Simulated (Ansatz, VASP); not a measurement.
## HfN in VASP and in Ansatz

```xyz
2
Lattice="-0.0452 2.2364 2.2364 2.2364 -0.0452 2.2364 2.2364 2.2364 -0.0452" Properties=species:S:1:pos:R:3 pbc="T T T"
Hf    0.0000    0.0000    0.0000
N     2.2138    2.2138    2.2138
```

Change from the starting cell: equal xy, yz and zx shear strains of -2 %, crystal datasets.

Alike in both runs: task electric field gradients; functional PBE; k mesh 10 × 10 × 10; occupations fermi-dirac, width 0.03 eV; no spin polarisation.

|  | VASP | Ansatz |
| --- | --- | --- |
| version | VASP 6.6.1 | Ansatz 0.2.0 |
| potentials or method | VASP PAW PBE potentials, release 64 (Hf_pv, N), cutoff 520 eV | all-electron PAW with datasets made for the crystal, scalar-relativistic |

Ansatz gave:

* pressure (GPa): 5.6
* largest component of the traceless stress (GPa): 2.25
* Vzz of the field gradient on the site that differs most (V/Å²): 16.1

Task: Estimate VASP's values.

Result: Pressure (GPa): 3.1; largest component of the traceless stress (GPa): 2.28; Vzz of the field gradient on the site that differs most (V/Å²): 15.1.

Ansatz ran all-electron here, so the differences hold the error of VASP's frozen core and of both bases. Ansatz warned: «gradients_without_spin_orbit».

The runs have no spin-orbit coupling, so splittings on Hf are missing.
